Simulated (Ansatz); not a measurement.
InSb, DFT, PBEsol, all-electron LAPW, scalar-relativistic (Ansatz 0.2.0), run on 1 thread of Intel(R) Xeon(R) Platinum 8488C (Sapphire Rapids) on a shared host.

The cell is COD entry 9008853, as deposited and not checked against the literature; nothing was relaxed. The listed cell was then made from it by scaling, straining or moving an atom.

Command: `ansatz run input.yaml --threads 1 --pin off --max-ram 3072MiB --backend cpu --events-out ev --progress --plain --runs-dir out`

```yaml
crystal:
  lattice:
    - [0.0, 3.2391, 3.206709]
    - [3.2391, 0.0, 3.206709]
    - [3.2391, 3.2391, 0.0]
  atoms:
    - { symbol: In, position: [0.0, 0.0, 0.0] }
    - { symbol: Sb, position: [0.75, 0.75, 0.75] }
kpoints:
  mp_grid: { grid: [9, 9, 9] }
  band_path:
    path:
      - [0.0, 0.0, 0.0]
      - [0.0, 0.5, 0.5]
      - [0.25, 0.75, 0.5]
      - [0.0, 0.5, 0.0]
      - [0.0, 0.0, 0.0]
      - [0.5, 0.5, 0.0]
      - [0.3775380063, 0.6224619937, 0.0]
      - [-0.3775380063, 0.3775380063, 0.0]
      - [0.0, 0.0, 0.0]
    npoints: 5
scf:
  occupations: { method: fermi_dirac, width: 0.05 }
hamiltonian:
  xc: pbesol
  pseudopotentials: { kind: all_electron, lapw: { basis_error: 0.00025 } }
output:
  forces: true
  stress: true
  eigenvalues: true
```

Problem. How large is the problem that the program sets up?

Solution. 75 irreducible k-points, 749 plane waves at Γ, 27 bands.

Problem. Estimate the wall time and the peak memory.

Solution. 41 s of wall time for 7 SCF iterations, with a peak of 0.56 GiB. Times on shared machines scatter by tens of per cent.
